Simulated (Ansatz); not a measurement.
Molecular dynamics on a 2×2×2 supercell (16 atoms) of CaO (rocksalt), relaxed with r2SCAN. Forces come from PBEsol in the plane-wave code Ansatz: a Nosé-Hoover thermostat at fixed volume, 1300 K, steps of 1 fs. Spin polarisation is off, nuclei are classical, and the run is far too short for thermal averages.

```yaml
crystal:
  lattice:
    - [0.0, 4.7951002376, 4.7951002376]
    - [4.7951002376, 0.0, 4.7951002376]
    - [4.7951002376, 4.7951002376, 0.0]
  atoms:
    - { symbol: Ca, position: [0.0, 0.0, 0.0] }
    - { symbol: O, position: [0.25, 0.25, 0.25] }
    - { symbol: Ca, position: [0.0, 0.0, 0.5] }
    - { symbol: O, position: [0.25, 0.25, 0.75] }
    - { symbol: Ca, position: [0.0, 0.5, 0.0] }
    - { symbol: O, position: [0.25, 0.75, 0.25] }
    - { symbol: Ca, position: [0.0, 0.5, 0.5] }
    - { symbol: O, position: [0.25, 0.75, 0.75] }
    - { symbol: Ca, position: [0.5, 0.0, 0.0] }
    - { symbol: O, position: [0.75, 0.25, 0.25] }
    - { symbol: Ca, position: [0.5, 0.0, 0.5] }
    - { symbol: O, position: [0.75, 0.25, 0.75] }
    - { symbol: Ca, position: [0.5, 0.5, 0.0] }
    - { symbol: O, position: [0.75, 0.75, 0.25] }
    - { symbol: Ca, position: [0.5, 0.5, 0.5] }
    - { symbol: O, position: [0.75, 0.75, 0.75] }
kpoints:
  mp_grid: { grid: [2, 2, 2] }
hamiltonian:
  xc: pbesol
scf:
  occupations: { method: fermi_dirac, width: 0.112 }
md:
  ensemble: nvt_nose_hoover
  temperature: 1300
  timestep: 1.0
  n_steps: 30
  initial_velocities: maxwell_boltzmann
  seed: 5935
```

Command: `ansatz run input.yaml --threads 4 --pin off --max-ram 3686MiB --backend cpu --events-out ev --progress --plain --runs-dir out`.

Problem. It ran on 4 threads of Arm Neoverse V2 (shared host). About how long did it take, and how much host memory at the peak?

Solution. About 35 s, with a peak of 0.76 GiB.

Problem. How do temperature and energy develop?

Solution. The temperature starts at 1300 K, is lowest at step 26 (351 K, 26 fs) and ends at 389 K. The thermostat hasn't had time to restore it. The atoms start on their lattice sites with kinetic energy alone, so much of it first passes into potential energy. By the last step the atoms have moved 0.21 Å in the root mean square, the drift of the whole cell taken out, 0.28 Å at most.
```
step  t (fs)  T (K)  free energy F from step 0 (meV/atom)  kinetic energy (meV/atom)  largest force (eV/Å)
   0       0   1300                                   0.0                      157.5                  0.00
   1       1   1297                                   0.4                      157.1                  0.14
   2       2   1287                                   1.6                      156.0                  0.27
   3       3   1271                                   3.5                      154.0                  0.41
   4       4   1248                                   6.3                      151.3                  0.55
   5       5   1220                                   9.7                      147.8                  0.69
   6       6   1185                                  13.9                      143.6                  0.83
   7       7   1146                                  18.7                      138.8                  0.97
   8       8   1101                                  24.1                      133.4                  1.10
   9       9   1052                                  30.1                      127.5                  1.23
  10      10   1000                                  36.5                      121.1                  1.36
  11      11    944                                  43.2                      114.4                  1.48
  12      12    887                                  50.2                      107.4                  1.60
  13      13    828                                  57.4                      100.3                  1.70
  14      14    769                                  64.6                       93.1                  1.80
  15      15    710                                  71.7                       86.1                  1.91
  16      16    653                                  78.7                       79.2                  2.03
  17      17    599                                  85.3                       72.6                  2.14
  18      18    549                                  91.4                       66.5                  2.23
  19      19    503                                  97.1                       61.0                  2.31
  20      20    462                                 102.1                       56.0                  2.36
  21      21    428                                 106.4                       51.8                  2.39
  22      22    399                                 109.9                       48.4                  2.39
  23      23    377                                 112.6                       45.7                  2.37
  24      24    362                                 114.5                       43.9                  2.32
  25      25    353                                 115.6                       42.8                  2.25
  26      26    351                                 116.0                       42.5                  2.16
  27      27    354                                 115.7                       42.8                  2.07
  28      28    362                                 114.9                       43.8                  2.07
  29      29    374                                 113.5                       45.3                  2.08
  30      30    389                                 111.7                       47.2                  2.09
```

Positions (Å) and forces (eV/Å) at step 30:
```
Ca   0.251   0.045  -0.025    -1.094  -0.030  -0.174
O    2.448   2.510   2.250    -0.625  -1.056   0.577
Ca   2.351   2.573  -0.126    -0.338  -0.414   0.827
O    4.874   4.938   2.231    -0.510  -1.319   1.031
Ca   2.530   0.159   2.359    -1.600  -0.745   0.330
O    4.725   2.264   5.002     0.287   0.869  -0.888
Ca   4.611   2.472   2.270     1.885  -0.506   0.734
O    7.044   4.804   4.791     0.194   0.143  -0.156
Ca   0.009   2.305   2.573    -0.022   1.027  -1.065
O    2.467   4.611   4.721    -0.287   0.305   0.112
Ca   2.440   4.639   2.361    -0.747   1.716  -0.204
O    4.734   7.162   4.881     0.168   0.031  -0.521
Ca   2.464   2.279   5.036    -0.271   0.089  -0.225
O    4.609   4.801   7.209     1.626   0.019  -0.046
Ca   4.651   4.762   4.706     1.244  -0.129   0.815
O    7.139   7.137   7.343     0.090  -0.001  -1.148
```
